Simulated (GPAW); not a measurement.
Runs of GPAW 26.7.0 on LiH. It takes space group Fm-3m (No. 225, cubic). The conventional cell has a = 4.074 Å, b = 4.074 Å, c = 4.074 Å, α = 90.00°, β = 90.00°, γ = 90.00°. Li (site symmetry m-3m) has 6 H at 2.04 Å as nearest neighbours. H (site symmetry m-3m) has 6 Li at 2.04 Å as nearest neighbours. 

```csv
task,level,potentials or basis,k mesh,smearing,band path,band points,eigensolver,gap on the mesh (eV),pressure (GPa)
band structure,LDA,"the program's PAW data sets (release 1.2.1) made for this functional, pw",11 × 11 × 11,fermi-dirac 0.05 eV,"GXWKGLUWLK,UX",100,-,2.83,-3.4
electron localisation function,vdW-DF,"GPAW PAW data sets (gpaw-data 1.2.1), pw",11 × 11 × 11,fermi-dirac 0.05 eV,-,-,-,3.80,-
band structure,PBE,"GPAW PAW data sets (gpaw-data 1.2.1), pw",11 × 11 × 11,fermi-dirac 0.05 eV,"GXWKGLUWLK,UX",100,-,(b),-1.2
electron localisation function,r2SCAN,"GPAW PAW data sets (gpaw-data 1.2.1), pw",11 × 11 × 11,fermi-dirac 0.02 eV,-,-,-,3.85,(c)
single point,TB-mBJ,"GPAW PAW data sets for LDA (gpaw-data 1.2.1), pw",12 × 12 × 12,fermi-dirac 0.05 eV,-,-,-,4.69,-
single point,RPBE,"the program's PAW data sets (release 1.2.1) made for this functional, pw",11 × 11 × 11,gaussian 0.1 eV,-,-,-,3.35,0.2
band structure,PBEsol,"PAW data sets generated in the run's folder for this functional, pw",11 × 11 × 11,fermi-dirac 0.05 eV,"GXWKGLUWLK,UX",100,-,(a),-2.2
band structure,BLYP,"PAW data sets generated in the run's folder for this functional, pw",11 × 11 × 11,gaussian 0.01 eV,"GXWKGLUWLK,UX",60,davidson,3.65,-1.3
```

Alike in all rows: no spin polarisation; cell as given; cutoff (eV) 800.

Question: Estimate the missing entries.

Answer: (a) 2.98; (b) 3.19; (c) -0.9.

Caveats: the mesh misses the band edges, which the band path finds closer together (some runs); the PAW data sets were made with another functional, which shifts forces and pressure a little (some runs); an odd mesh through Γ misses points on the zone boundary, where band edges often lie (some runs); a model potential gives levels but no total energy (some runs).

Not every run made on this cell is shown here.
